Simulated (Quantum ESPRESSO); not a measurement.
SiO2:

```
Si O
1.0
     4.23317    0.00000    0.00000
     0.00000    4.23317    0.00000
     0.00000    0.00000    2.69349
Si O
2 4
Cartesian
  0.0000 0.0000 0.0000
  2.1166 2.1166 1.3467
  3.4155 0.8177 1.3467
  1.2989 1.2989 0.0000
  0.8177 3.4155 1.3467
  2.9343 2.9343 0.0000
```

The cell comes from a database or a generator and needn't be the stable form of this composition.

Base run:

| Quantity | Value |
| --- | --- |
| Program | Quantum ESPRESSO 7.5 |
| Functional | PBE |
| Potentials or basis | SG15 PBE 1.2 |
| Cutoff | 1197 eV |
| Density cutoff | 4789 eV |
| k mesh | 4 × 4 × 6 |
| Occupations | fermi-dirac, width 0.05 eV |
| Spin | no spin polarisation |

Its results: band gap on the k mesh 5.12 eV, direct; pressure 1.3 GPa; largest force 0.069 eV/Å.

Problem. The run is repeated on the same cell with these changes: potentials or basis from SG15 PBE 1.2 to SSSP 1.3 efficiency PBE; cutoff from 1197 eV to 748 eV; density cutoff from 4789 eV to 5987 eV; k mesh from 4 × 4 × 6 to 6 × 6 × 10. What comes out?

Solution. Band gap on the k mesh 5.04 eV, direct; pressure 0.1 GPa; largest force 0.011 eV/Å.

Caveats: some levels on the path didn't converge (some runs).

Not every run made on this cell is shown here.
